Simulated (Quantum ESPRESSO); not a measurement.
The system is Pt.

```xyz
1
Lattice="0.0000 1.9609 1.9609 1.9609 0.0000 1.9609 1.9609 1.9609 0.0000" Properties=species:S:1:pos:R:3 pbc="T T T"
Pt    0.0000    0.0000    0.0000
```

```yaml
Program: Quantum ESPRESSO 7.5
Task: Hubbard U by linear response
Functional: LDA
Potentials_or_basis: JTH 2.0 LDA
Cutoff: 490 eV
Density_cutoff: 2939 eV
k_mesh: 10 × 10 × 10
Occupations: methfessel-paxton, width 0.136 eV
Spin: no spin polarisation
Hubbard_terms: Pt d U = 0.0001 eV
Start_of_the_occupations: default
Hubbard_projectors: ortho-atomic
Form_of_the_LDA_correlation: PW92
Mixing_beta: 0.3
Most_SCF_iterations: 120
SCF_threshold: 2e-10 Ry
q_mesh: 2 × 2 × 2
```

**Question.** What Hubbard parameters does linear response give?

**Answer.** U = 3.81 eV on Pt 5d. The values belong to these projectors, potentials and this ground state, and don't carry over to other codes.

Hubbard U from linear response:
| site | manifold | U (eV) |
| --- | --- | --- |
| 1 | Pt-5d | 3.81 |
On the first site the bare response is -0.505 and the screened one -0.161 eV⁻¹.

Eigenvalues of the final occupation matrices:
```
   site  spin  trace               eigenvalues
Pt 1 5d  each   3.71  0.72 0.72 0.72 0.78 0.78
```

Caveat: the computed U isn't converged in cell size; U without spin polarisation on a metal has little footing; the U is typed as a test and isn't derived for this compound.
